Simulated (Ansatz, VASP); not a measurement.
## Ni in VASP and in Ansatz

```xyz
2
Lattice="1.5108 0.8723 2.8017 -1.5108 0.8723 2.8017 0.0000 -1.7446 2.8017" Properties=species:S:1:pos:R:3 pbc="T T T"
Ni    0.0000    0.0000    1.9125
Ni    0.0000    0.0000    6.4925
```

Alike in both runs: task relaxation of cell and atoms; functional PBEsol; k mesh 6 × 6 × 6; occupations gaussian, width 0.1 eV; no spin polarisation.

|  | VASP | Ansatz |
| --- | --- | --- |
| version | VASP 6.6.1 | Ansatz 0.2.0 |
| potentials or method | VASP PAW PBE potentials, release 64 (Ni) | scalar-relativistic, plane waves, PAW |
| plane-wave cutoff (eV) | 600 | 420 |
| valence electrons in the cell | 20 | 36 |

```csv
,VASP,Ansatz,Ansatz less VASP
"gap on the k mesh at the Fermi level, each at its own relaxed structure (eV)",none,none,-
relaxed volume (Å³/atom),10.28,10.29,+0.012
relaxed cell length with the largest relative difference (Å),4.234,4.240,+0.0062
energy change over the relaxation (meV/atom),-1132,-1153,-21.0
```

A gap of «none» marks a metal or a gap that the smearing closes. The two sets of potentials don't hold the same shells in valence.

Caveats: the k mesh is coarse (spacing up to 0.42 Å⁻¹), so the values aren't converged; the PAW data sets were made with another functional, which shifts forces and pressure a little (VASP); the run has no spin polarisation, though such a crystal can be magnetic. Spin polarisation is off, so any magnetic state and its effect on volume and gap are missing.
